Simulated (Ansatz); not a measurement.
# InP under changes of volume

One of the cells (25.167 Å³/atom); the others are scaled copies at fixed shape and fractional positions:

```xyz
2
Lattice="0.0000 2.9305 2.9305 2.9305 0.0000 2.9305 2.9305 2.9305 0.0000" Properties=species:S:1:pos:R:3 pbc="T T T"
In    0.0000    0.0000    0.0000
P     4.3957    4.3957    4.3957
```

| Quantity | Value |
| --- | --- |
| Program | Ansatz 0.2.0 |
| Functional | PBEsol |
| Dispersion | D4 |
| Potentials or basis | Ansatz PAW |
| Cutoff | 420 eV (not typed: the program's choice for these potentials) |
| k mesh | 8 × 8 × 8 |
| Occupations | fermi-dirac, width 0.05 eV |
| Spin | no spin polarisation |

| volume (Å³/atom) | energy over the lowest point (meV/atom) | pressure (GPa) | gap on the mesh (eV) |
| --- | --- | --- | --- |
| 23.657 | 15.79 | 4.2 | 0.95 |
| 24.160 | 5.39 | 2.4 | 0.83 |
| 24.663 | ? | ? | ? |
| 25.167 | 0.00 | -0.6 | 0.62 |
| 25.670 | 3.92 | -1.9 | 0.51 |
| 26.173 | 11.63 | -3.0 | 0.41 |
| 26.677 | 22.74 | -4.0 | 0.30 |

**Question.** What does the run at 24.663 Å³/atom give?

**Answer.** Energy over the lowest point 0.32 meV/atom; pressure 0.8 GPa; gap on the mesh 0.72 eV.

Worked out: A Birch-Murnaghan fit of order 3 (a polynomial in V^(-2/3)) to the other rows has its minimum at 24.95 Å³/atom with B0 = V·E''(V) = 70 GPa and B' = 4.6. It gives 0.32 meV/atom at 24.663 Å³/atom, against the run's 0.32, and -dE/dV = 0.8 GPa, against 0.8. A straight line through the other rows of the gap, of slope -5.36 eV per unit of ln V (its deformation potential), gives 0.72 eV, against the run's 0.72.

Energies are extrapolated to zero smearing.

Caveats: spin-orbit coupling is left out, which moves the levels of the heavy elements; the PAW data sets come from PBE, with cores solved anew for the run's functional, which leaves a small shift of forces and pressure.
